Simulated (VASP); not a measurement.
A run of VASP 6.6.1:

Contents of INCAR:

```
SYSTEM = PtSe2
PREC = Accurate ; ENCUT = 520
EDIFF = 1E-6 ; ISMEAR = 0
SIGMA = 0.02 ; LREAL = .False.
LASPH = .True. ; NELM = 100
ALGO = Normal ; ISIF = 2
LWAVE = .False. ; LCHARG = .False.
LDIPOL = .True. ; IDIPOL = 3
DIPOL = 0.5 0.5 0.500 ; GGA = PE
IVDW = 12 ; NBANDS = 18
```

The input KPOINTS:

```
regular mesh
0
Gamma
  9 9 1
  0 0 0
```

Contents of POSCAR:

```
PtSe2
1.0
    3.7069017943      0.0000000000      0.0000000000
   -1.8534508971      3.2102711232      0.0000000000
    0.0000000000      0.0000000000     31.1215005226
Se Pt
2 1
Direct
    0.6666666667      0.3333333333      0.4574342089
    0.3333333333      0.6666666667      0.5425657911
    0.0000000000      0.0000000000      0.5000000000
```

Potentials or basis: VASP PAW PBE potentials, release 64 (Se, Pt).

Run with:

```bash
$ cat potpaw_PBE.64/Se/POTCAR potpaw_PBE.64/Pt/POTCAR > POTCAR
$ mpirun -np 1 vasp_std > vasp.out
```

Hardware: 1 thread of AMD EPYC 9R14 (Zen 4), with other jobs on the host.

Question: Estimate the wall time of this run.

Answer: Wall time 95 s on 1 thread of AMD EPYC 9R14 (Zen 4), with other jobs on the host, peak memory 0.45 GiB. Counts: scf iterations 24, k points 12.
